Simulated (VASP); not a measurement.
CsSnBr3, 5 atoms in the cell. The structure is cubic, space group Pm-3m (No. 221). The conventional cell has a = 5.839 Å, b = 5.839 Å, c = 5.839 Å, α = 90.00°, β = 90.00°, γ = 90.00°. Cs (site symmetry m-3m) is surrounded by 12 Br at 4.13 Å. Around Sn (site symmetry m-3m) lie 6 Br at 2.92 Å. Around Br (site symmetry 4/mmm) lie 2 Sn at 2.92 Å. The cell is a database's computed one.

* Program: VASP 6.6.1
* Task: relaxation of cell and atoms
* Functional: PBE
* Dispersion: D3(BJ)
* Potentials or basis: VASP PAW PBE potentials, release 64 (Cs_sv, Sn_d, Br)
* Cutoff: 600 eV
* k mesh: 6 × 6 × 6
* Occupations: gaussian, width 0.03 eV
* Spin: no spin polarisation
* Further INCAR settings: ALGO = Normal; EDIFF = 1e-06; IBRION = 2; EDIFFG = -0.01; NSW = 90; ISIF = 3

Potentials or basis: VASP PAW PBE potentials, release 64 (Cs_sv, Sn_d, Br).

Command:

```console
$ cat potpaw_PBE.64/Cs_sv/POTCAR potpaw_PBE.64/Sn_d/POTCAR potpaw_PBE.64/Br/POTCAR > POTCAR
$ mpirun -np 1 vasp_std > vasp.out
```

Hardware: 1 thread of Intel(R) Xeon(R) Platinum 8259CL CPU @ 2.50GHz (Skylake/Cascade Lake), with other jobs on the host.

Q: Estimate the wall time of this run.

A: Wall time 3.7 min on 1 thread of Intel(R) Xeon(R) Platinum 8259CL CPU @ 2.50GHz (Skylake/Cascade Lake), on a shared host, peak memory 0.43 GiB. Counts: scf iterations 26, k points 20, ion steps 3.
